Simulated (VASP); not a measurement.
# NaH (Fm-3m) in VASP: a series of runs

One crystal, NaH, is run at these levels: PBE; tasks: single point.

All numbers are computed with VASP 6.6.1; they aren't measurements. Logs are shortened: lines on timing, memory, paths and dates and some standing lists are left out, and cuts for length are marked.

**1. Starting point**

Symmetry: Fm-3m, No. 225, cubic system. The conventional cell has a = 4.880 Å, b = 4.880 Å, c = 4.880 Å, α = 90.00°, β = 90.00°, γ = 90.00°. Around Na (site symmetry m-3m) lie 6 H at 2.44 Å. H (site symmetry m-3m) is surrounded by 6 Na at 2.44 Å.

**2. Single point, PBE**

INCAR

```
SYSTEM = NaH
PREC = Accurate
ENCUT = 400
EDIFF = 1E-6
ISMEAR = 0
SIGMA = 0.05
LREAL = .False.
LASPH = .True.
NELM = 100
ALGO = Normal
ISIF = 2
LWAVE = .False.
LCHARG = .False.
GGA = PE
NBANDS = 11
ADDGRID = .False.
```

KPOINTS

```
Automatic mesh
0
Gamma
  6 6 6
  0 0 0
```

POSCAR

```
NaH
1.0
    0.0000000000      2.4400000000      2.4400000000
    2.4400000000      0.0000000000      2.4400000000
    2.4400000000      2.4400000000      0.0000000000
Na H
1 1
Direct
    0.0000000000      0.0000000000      0.0000000000
    0.5000000000      0.5000000000      0.5000000000
```

Potentials or basis: VASP PAW PBE potentials, release 64 (Na_pv, H).

Command:

```console
cat potpaw_PBE.64/Na_pv/POTCAR potpaw_PBE.64/H/POTCAR > POTCAR
mpirun -np 1 vasp_std > vasp.out
```

OUTCAR:

```text
SYSTEM = NaH
   PREC = Accurate
   ENCUT = 400
   EDIFF = 1E-6
   ISMEAR = 0
   LREAL = .False.
   LASPH = .True.
   NELM = 100
   ISIF = 2
   GGA = PE

 Found     16 irreducible k-points:

 Following reciprocal coordinates:
            Coordinates               Weight
  0.000000  0.000000  0.000000      1.000000
  0.166667  0.000000  0.000000      8.000000
  0.333333  0.000000  0.000000      8.000000
  0.500000  0.000000  0.000000      4.000000
  0.166667  0.166667  0.000000      6.000000
  0.333333  0.166667  0.000000     24.000000
   k-points           NKPTS =     16   k-points in BZ     NKDIM =     16   number of bands    NBANDS=     11
   number of dos      NEDOS =    301   number of ions     NIONS =      2
   total plane-waves  NPLWV =  13824
   dimension x,y,z NGX =    24 NGY =   24 NGZ =   24
   dimension x,y,z NGXF=    48 NGYF=   48 NGZF=   48
   ions per type =               1   1
   NGX,Y,Z   is equivalent  to a cutoff of  11.56, 11.56, 11.56 a.u.
   NGXF,Y,Z  is equivalent  to a cutoff of  23.13, 23.13, 23.13 a.u.
 SYSTEM =  NaH
   PREC   = accura    normal or accurate (medium, high low for compatibility)
   ISTART =      0    job   : 0-new  1-cont  2-samecut
   ICHARG =      2    charge: 1-file 2-atom 10-const
   ISPIN  =      1    spin polarized calculation?
   LNONCOLLINEAR =      F non collinear calculations
   LSORBIT =      F    spin-orbit coupling
   LASPH  =      T    aspherical Exc in radial PAW
   ENCUT  =  400.0 eV  29.40 Ry    5.42 a.u.   5.63  5.63  5.63*2*pi/ulx,y,z
   NELM   =    100;   NELMIN=  2; NELMDL= -5     # of ELM steps
   EDIFF  = 0.1E-05   stopping-criterion for ELM
   LREAL  =      F    real-space projection
   EDIFFG = 0.1E-04   stopping-criterion for IOM
   NSW    =      0    number of steps for IOM
   IBRION =     -1    ionic relax: 0-MD 1-quasi-New 2-CG
   NFREE  =      0    steps in history (QN), initial steepest desc. (CG)
   ISIF   =      2    stress and relaxation
   ISYM   =      2    0-nonsym 1-usesym 2-fastsym
   POTIM  = 0.5000    time-step for ionic-motion
   TEBEG  =    0.0;   TEEND  =   0.0 temperature during run
   PSTRESS=    0.0 pullay stress
   NELECT =       8.0000    total number of electrons
   NUPDOWN=      -1.0000    fix difference up-down
   EMIN   =  10.00;   EMAX   =-10.00  energy-range for DOS
   EFERMI =   0.00;   METHOD = LEGACY
   ISMEAR =     0;   SIGMA  =   0.05  broadening in eV -4-tet -1-fermi 0-gaus
   EFERMI_NEDOS =   21; number of points for ismear=-14 and -15
   IALGO  =     38    algorithm
   IMIX   =      4    mixing-type and parameters
     AMIX     =   0.40;   BMIX     =  1.00
     AMIX_MAG =   1.60;   BMIX_MAG =  1.00
  volume/ion in A,a.u.               =      14.53        98.03
  Fermi-wavevector in a.u.,A,eV,Ry     =   1.065054  2.012660 15.433636  1.134340
  Thomas-Fermi vector in A             =   2.200593
   LORBIT       =      0    0 simple, 1 ext, 2 COOP (PROOUT), +10 PAW based schemes
   GGA     = PE    functional components
   LHFCALC =     F    Hartree Fock is set to
   AEXX    =    0.0000 exact exchange contribution
   IVDW    =     0    specifies the selected vdW correction
   LEPSILON=     F    determine dielectric tensor
   LRPA    =     F    only Hartree local field effects (RPA)
 non-spin polarized calculation
 Gauss-broadening in eV      SIGMA  =   0.05
  energy-cutoff  :      400.00
  volume of cell :       29.05
 maximum number of plane-waves:       544
 NGX is ok and might be reduce to    24
   NGX = 11   NGY = 11   NGZ = 11

 number of electron       7.9999989 magnetization

 Free energy of the ion-electron system (eV)
  ---------------------------------------------------
  ext. energy  EPLUGINS =         0.00000000
  ---------------------------------------------------
  free energy    TOTEN  =        -5.08402395 eV

  energy without entropy =       -5.08402395  energy(sigma->0) =       -5.08402395

 E-fermi :  -0.9395     XC(G=0):  -7.6740

 val. band max:       -1.2464230567   @ k =  -0.3333   0.5000   0.1667
 cond. band min:       2.5045874374   @ k =   0.5000   0.0000   0.0000
 fundamental gap:      3.7510104941
 Fermi energy:        -0.9394748803

 k-point     1 :       0.0000    0.0000    0.0000
  band No.  band energies     occupation
      1     -23.3561      2.00000
      2     -23.3561      2.00000
      3     -23.3561      2.00000
      4      -4.7413      2.00000
      5       8.9603      0.00000
      6      14.1771      0.00000
      7      14.1771      0.00000
      8      14.1771      0.00000
      9      14.9687      0.00000
     10      14.9687      0.00000
     11      14.9687      0.00000

 k-point     2 :       0.1667    0.0000    0.0000
  band No.  band energies     occupation
      1     -23.3775      2.00000
      2     -23.3587      2.00000
      3     -23.3587      2.00000
      4      -4.2801      2.00000
      5       7.4716      0.00000
      6      10.9401      0.00000
      7      13.0675      0.00000
      8      13.0675      0.00000
      9      16.2301      0.00000
     10      16.2301      0.00000
     11      16.5026      0.00000

 k-point     3 :       0.3333    0.0000    0.0000
  band No.  band energies     occupation
      1     -23.4194      2.00000
      2     -23.3639      2.00000
      3     -23.3639      2.00000
      4      -3.0480      2.00000
      5       4.2883      0.00000
      6       9.6756      0.00000
      7      12.2567      0.00000
      8      12.2567      0.00000
      9      15.3793      0.00000
     10      15.3793      0.00000
     11      17.5149      0.00000

 k-point     4 :       0.5000    0.0000    0.0000
  band No.  band energies     occupation
      1     -23.4405      2.00000
      2     -23.3666      2.00000
      3     -23.3666      2.00000
      4      -2.0457      2.00000
      5       2.5046      0.00000
      6       9.3758      0.00000
      7      11.9976      0.00000
      8      11.9977      0.00000
      9      14.8531      0.00000
     10      14.8531      0.00000
     11      17.3308      0.00000

 k-point     5 :       0.1667    0.1667    0.0000
  band No.  band energies     occupation
      1     -23.3767      2.00000
      2     -23.3633      2.00000
      3     -23.3633      2.00000
      4      -4.1325      2.00000
      5       7.4279      0.00000
      6      11.4679      0.00000
      7      11.5686      0.00000
      8      11.5686      0.00000
      9      15.0258      0.00000
     10      16.9356      0.00000
     11      18.8909      0.00000

 k-point     6 :       0.3333    0.1667    0.0000
  band No.  band energies     occupation
      1     -23.4070      2.00000
      2     -23.3696      2.00000
      3     -23.3694      2.00000
      4      -3.1664      2.00000
      5       5.3558      0.00000
      6       8.5815      0.00000
      7      10.8008      0.00000
      8      12.5843      0.00000
      9      14.3657      0.00000
     10      17.0110      0.00000
     11      18.3841      0.00000

 [... further k-points ...]

------------------------ aborting loop because EDIFF is reached ----------------------------------------

  FORCE on cell =-STRESS in cart. coord.  units (eV):
  Direction    XX          YY          ZZ          XY          YZ          ZX
  --------------------------------------------------------------------------------------
  -------------------------------------------------------------------------------------
  Total       -0.2017867     -0.2017867     -0.2017867     -0.0000000      0.0000000      0.0000000
  in kB      -11.1276522    -11.1276522    -11.1276522     -0.0000000      0.0000000      0.0000000
  external PRESSURE =     -11.1276522 kB  Pullay stress =       0.0000000 kB

 VOLUME and BASIS-vectors are now :
 -----------------------------------------------------------------------------
  energy-cutoff  :      400.00
  volume of cell :       29.05
      direct lattice vectors                 reciprocal lattice vectors
     0.000000000  2.440000000  2.440000000    -0.204918033  0.204918033  0.204918033
     2.440000000  0.000000000  2.440000000     0.204918033 -0.204918033  0.204918033
     2.440000000  2.440000000  0.000000000     0.204918033  0.204918033 -0.204918033

 POSITION                                       TOTAL-FORCE (eV/Angst)
 -----------------------------------------------------------------------------------
      0.00000      0.00000      0.00000         0.000000     -0.000000     -0.000000
      2.44000      2.44000      2.44000        -0.000000      0.000000      0.000000
 -----------------------------------------------------------------------------------
    total drift:                                0.000000     -0.000000     -0.000000

  FREE ENERGIE OF THE ION-ELECTRON SYSTEM (eV)
  ---------------------------------------------------
  free  energy   TOTEN  =        -5.0840239491 eV

  energy  without entropy=       -5.0840239491  energy(sigma->0) =       -5.08402395
```

Wall time 3 s (1 thread of Intel Xeon Platinum 8259CL at 2.50GHz (Skylake/Cascade Lake), shared host); peak memory 0.13 GiB.

These settings aren't checked as converged: the numbers below hold their error.

What came out:

| Item | Value |
| --- | --- |
| Free energy | -5.0840 eV |
| Pressure | -1.1 GPa |
| Band gap on the k mesh | 3.75 eV, indirect (least direct gap 4.55 eV) |

**3. Single point, PBE**

INCAR is that of step 2.

KPOINTS is that of step 2.

POSCAR

```
NaH
1.0
    0.0000000000      2.4400000000      2.4400000000
    2.4400000000      0.0000000000      2.4400000000
    2.4400000000      2.4400000000      0.0000000000
Na H
1 1
Direct
   -0.0187210000      0.0228060000      0.0160610000
    0.4668300000      0.5164870000      0.5214060000
```

Potentials or basis: VASP PAW PBE potentials, release 64 (Na_pv, H).

Command:

```console
cat potpaw_PBE.64/Na_pv/POTCAR potpaw_PBE.64/H/POTCAR > POTCAR
mpirun -np 1 vasp_std > vasp.out
```

OUTCAR:

```text
SYSTEM = NaH
   PREC = Accurate
   ENCUT = 400
   EDIFF = 1E-6
   ISMEAR = 0
   LREAL = .False.
   LASPH = .True.
   NELM = 100
   ISIF = 2
   GGA = PE

 Found    112 irreducible k-points:

 Following reciprocal coordinates:
            Coordinates               Weight
  0.000000  0.000000  0.000000      1.000000
  0.166667  0.000000  0.000000      2.000000
  0.000000  0.166667  0.000000      2.000000
  0.000000  0.000000  0.166667      2.000000
  0.166667  0.166667  0.166667      2.000000
  0.333333  0.000000  0.000000      2.000000
   k-points           NKPTS =    112   k-points in BZ     NKDIM =    112   number of bands    NBANDS=     11
[... 164 lines left out ...]
  --------------------------------------------------------------------------------------
  -------------------------------------------------------------------------------------
  Total       -0.2030686     -0.2004167     -0.1891040     -0.0000328     -0.0011013     -0.0000319
  in kB      -11.1983443    -11.0521034    -10.4282579     -0.0018095     -0.0607300     -0.0017583
  external PRESSURE =     -10.8929019 kB  Pullay stress =       0.0000000 kB

 VOLUME and BASIS-vectors are now :
 -----------------------------------------------------------------------------
  energy-cutoff  :      400.00
  volume of cell :       29.05
      direct lattice vectors                 reciprocal lattice vectors
     0.000000000  2.440000000  2.440000000    -0.204918033  0.204918033  0.204918033
     2.440000000  0.000000000  2.440000000     0.204918033 -0.204918033  0.204918033
     2.440000000  2.440000000  0.000000000     0.204918033  0.204918033 -0.204918033

 POSITION                                       TOTAL-FORCE (eV/Angst)
 -----------------------------------------------------------------------------------
      0.09484      2.43351      2.44997        -0.001898     -0.017210     -0.039479
      2.53246      2.41130      2.39929         0.001898      0.017210      0.039479
 -----------------------------------------------------------------------------------
    total drift:                               -0.000120     -0.000076      0.000340

  FREE ENERGIE OF THE ION-ELECTRON SYSTEM (eV)
  ---------------------------------------------------
  free  energy   TOTEN  =        -5.0828354245 eV

  energy  without entropy=       -5.0828354245  energy(sigma->0) =       -5.08283542
```

OSZICAR:

```text
N       E                     dE             d eps       ncg     rms          rms(c)
DAV:   1     0.284141322087E+02    0.28414E+02   -0.36323E+03  2482   0.690E+02
DAV:   2    -0.453503039303E+01   -0.32949E+02   -0.32419E+02  2584   0.164E+02
DAV:   3    -0.549856080624E+01   -0.96353E+00   -0.96247E+00  2965   0.277E+01
DAV:   4    -0.550455881032E+01   -0.59980E-02   -0.59976E-02  2807   0.219E+00
DAV:   5    -0.550461515630E+01   -0.56346E-04   -0.56345E-04  2880   0.217E-01    0.315E+00
DAV:   6    -0.516790459423E+01    0.33671E+00   -0.34098E-01  2755   0.270E+00    0.146E+00
DAV:   7    -0.507808182246E+01    0.89823E-01   -0.32890E-01  2773   0.208E+00    0.355E-01
DAV:   8    -0.508290628372E+01   -0.48245E-02   -0.10023E-02  2602   0.928E-01    0.672E-02
DAV:   9    -0.508284266503E+01    0.63619E-04   -0.11550E-03  2931   0.346E-01    0.226E-02
DAV:  10    -0.508283169698E+01    0.10968E-04   -0.60433E-05  2724   0.475E-02    0.430E-03
DAV:  11    -0.508283537556E+01   -0.36786E-05   -0.60679E-06  2746   0.104E-02    0.315E-03
DAV:  12    -0.508283542451E+01   -0.48944E-07   -0.23937E-07  1685   0.307E-03
   1 F= -.50828354E+01 E0= -.50828354E+01  d E =-.529942E-19
```

stdout:

```text
POSCAR found type information on POSCAR NaH
 POSCAR found :  2 types and       2 ions
 scaLAPACK will be used
 LDA part: xc-table for (Slater+PW92), standard interpolation
 POSCAR, INCAR and KPOINTS ok, starting setup
 FFT: planning ... GRIDC
 FFT: planning ... GRID_SOFT
 FFT: planning ... GRID
 WAVECAR not read
 entering main loop
```

Run time: 12 s. Hardware: 1 thread of Intel Xeon Platinum 8259CL at 2.50GHz (Skylake/Cascade Lake), shared host; peak memory 0.14 GiB.

The run converged, but some of its settings lie outside the range that counts as converged, so its numbers aren't taken as properties of the crystal.

Results:

```
Free energy            : -5.0828 eV
Pressure               : -1.1 GPa
Largest force          : 0.043 eV/Å
Band gap on the k mesh : 3.75 eV, indirect (least direct gap 4.55 eV)
```

**4. For comparison**

An earlier run on the cell as given: functional PBE; potentials or basis VASP PAW PBE potentials, release 64 (Na_pv, H); cutoff 520 eV; k mesh 9 × 9 × 9; occupations fermi-dirac, width 0.05 eV; no spin polarisation.

- Pressure: -0.7 GPa
- Band gap on the k mesh: 4.01 eV, indirect (least direct gap 4.70 eV)
